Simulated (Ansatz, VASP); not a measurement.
## Two plane-wave programs on Ge

Contents of INCAR:

```
  PREC = Accurate
  ENCUT = 520
  EDIFF = 1E-7
  ISMEAR = -1
  SIGMA = 0.05
  LREAL = F
  LASPH = T
  NELM = 60
  ALGO = Normal
  ISIF = 2
  LWAVE = F
  LCHARG = T
  LELF = T
  LVHAR = T
  NBANDS = 21
```

File KPOINTS:

```
regular mesh
0
Gamma
  9 9 9
```

The input POSCAR:

```
Ge
1.0
    0.0000000000      2.9231407787      2.9231407787
    2.9231407787      0.0000000000      2.9231407787
    2.9231407787      2.9231407787      0.0000000000
Ge
2
Direct
    0.5000000000      0.5000000000      0.5000000000
    0.7500000000      0.7500000000      0.7500000000
```

Input for Ansatz:

```yaml
crystal:
  lattice:
    - [0.0, 2.9231407797, 2.9231407797]
    - [2.9231407797, 0.0, 2.9231407797]
    - [2.9231407797, 2.9231407797, 0.0]
  atoms:
    - { symbol: Ge, position: [0.5, 0.5, 0.5] }
    - { symbol: Ge, position: [0.75, 0.75, 0.75] }
hamiltonian:
  xc: lda
  pseudopotentials:
    kind: paw
    azcp:
      Ge: "pseudopotentials/Ge.paw.azcp"
basis:
  ecutwfc: 420
  fft_grid_basis: typed
kpoints:
  mp_grid: { grid: [9, 9, 9], shift: [0, 0, 0] }
magnetization:
  spin_polarized: false
scf:
  occupations: { method: fermi_dirac, width: 0.05 }
output:
  stress: true
```

Alike in both runs: task single point; functional LDA; k mesh 9 × 9 × 9; occupations fermi-dirac, width 0.05 eV; no spin polarisation.

|  | VASP | Ansatz |
| --- | --- | --- |
| version | VASP 6.6.1 | Ansatz 0.2.0 |
| potentials or method | VASP PAW LDA potentials, release 64 (Ge_d) | plane waves (420 eV) with PAW, scalar-relativistic |
| plane-wave cutoff (eV) | 520 | 420 |
| valence electrons in the cell | 28 | 28 |

|  | VASP | Ansatz | Ansatz less VASP |
| --- | --- | --- | --- |
| pressure (GPa) | -6.3 | -6.3 | -0.04 |

Ansatz warned: «pseudo_functional_mismatch».
